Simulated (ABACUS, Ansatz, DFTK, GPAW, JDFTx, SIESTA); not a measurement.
One calculation of MoS2, 6 ways

```
CELL_PARAMETERS angstrom
3.18413 0.00000 0.00000
-1.59206 2.75753 0.00000
0.00000 0.00000 17.33460
ATOMIC_POSITIONS crystal
Mo 0.00290 0.98616 0.99953
S 0.33139 0.66107 0.91056
S 0.32174 0.65518 0.08953
```

The cell comes from a database or a generator and needn't be the stable form of this composition.

The cell holds a layer with vacuum beside it, so values per volume hang on the cell's height.

Atoms were shifted at random by some hundredths of an Å from the given cell, which wasn't relaxed again for these runs.

Alike in all runs: task single point; functional PBEsol; k mesh 10 × 10 × 2; occupations fermi-dirac, width 0.05 eV; no spin polarisation; no spin-orbit coupling.

```tsv
program and potentials	plane-wave cutoff (eV)	notes	band gap (eV)	largest force (eV/Å)	energy over the undisturbed cell (meV/atom)
Ansatz, all-electron LAPW, scalar-relativistic	-	-	1.72	0.878	-
SIESTA, files PseudoDojo sr-pbesol-0.4.1-standard, DZP (energy shift 0.003 Ry; two zetas on semicore shells)	-	atomic basis	1.70	0.913	7.05
DFTK, PseudoDojo SR PBEsol 0.4.1 standard (PBEsol)	1088	-	1.72	0.880	-
GPAW, PAW data sets generated for this functional	600	-	1.70	0.875	-
ABACUS, PseudoDojo NC SR 0.4.1 PBEsol standard, plane waves	1102	-	1.72	0.881	6.77
JDFTx, PseudoDojo-SR-PBEsol-0.4.1-standard with smoothed tails	1088	-	1.72	0.879	6.77
```

Force on atom 1 (Mo), eV/Å:

| program and potentials | x | y | z |
| --- | --- | --- | --- |
| Ansatz, all-electron LAPW, scalar-relativistic | -0.783 | 0.301 | 0.256 |
| SIESTA, files PseudoDojo sr-pbesol-0.4.1-standard, DZP (energy shift 0.003 Ry; two zetas on semicore shells) | -0.814 | 0.315 | 0.269 |
| DFTK, PseudoDojo SR PBEsol 0.4.1 standard (PBEsol) | -0.786 | 0.302 | 0.257 |
| GPAW, PAW data sets generated for this functional | -0.781 | 0.300 | 0.256 |
| ABACUS, PseudoDojo NC SR 0.4.1 PBEsol standard, plane waves | -0.786 | 0.302 | 0.258 |
| JDFTx, PseudoDojo-SR-PBEsol-0.4.1-standard with smoothed tails | -0.786 | 0.302 | 0.253 |

The band gap spans 1.70 (SIESTA, files PseudoDojo sr-pbesol-0.4.1-standard, DZP (energy shift 0.003 Ry; two zetas on semicore shells)) to 1.72 eV (Ansatz, all-electron LAPW, scalar-relativistic), with all-electron results at 1.72. The gap is indirect and read on the mesh alone. Rows in atomic bases carry the error of their basis and grid, which can be large.

The functional is the same throughout but for its coding, so the spread measures potentials, basis and numerics; runs on potential files found faulty are left out.
